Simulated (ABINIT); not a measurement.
The system is BaTiO3.

```xyz
5
Lattice="3.9998 0.0000 0.0000 0.0000 3.9998 0.0000 0.0000 0.0000 4.0180" Properties=species:S:1:pos:R:3 pbc="T T T"
Ba    0.0000    0.0000    0.0000
Ti    1.9999    1.9999    1.9688
O     0.0000    1.9999    2.0773
O     1.9999    0.0000    2.0773
O     1.9999    1.9999    0.0763
```

Base run:

| Item | Value |
| --- | --- |
| Program | ABINIT 10.8.3 (patched build) |
| Functional | LDA |
| Potentials or basis | JTH PAW LDA v2.0 |
| Cutoff | 626 eV |
| k mesh | 6 × 6 × 6 |
| Occupations | fermi-dirac, width 0.05 eV |
| Spin | no spin polarisation |

Its results: band gap on the k mesh 1.70 eV, indirect (least direct gap 1.99 eV); pressure -7.4 GPa; largest force 0.427 eV/Å.

Question: After a change of settings the same cell gave: band gap on the k mesh 1.94 eV, direct; pressure -7.2 GPa; largest force 0.601 eV/Å. Which change was it?
A. k mesh from 6 × 6 × 6 to 4 × 4 × 4
B. functional from LDA to PBEsol; potentials or basis from JTH PAW LDA v2.0 to JTH PAW PBE v2.0
C. k mesh from 6 × 6 × 6 to 3 × 3 × 3
D. functional from LDA to PBE; potentials or basis from JTH PAW LDA v2.0 to JTH PAW PBE v2.0

Answer: C.

Caveats: some runs use coarse meshes; this set's barium file shifts pressures by 1.5 GPa and gaps by 0.1 eV against other sets; spin-orbit coupling is left out, which moves the levels of the heavy elements; the atomic spheres overlap; an odd mesh through Γ misses points on the zone boundary, where band edges often lie (some runs).
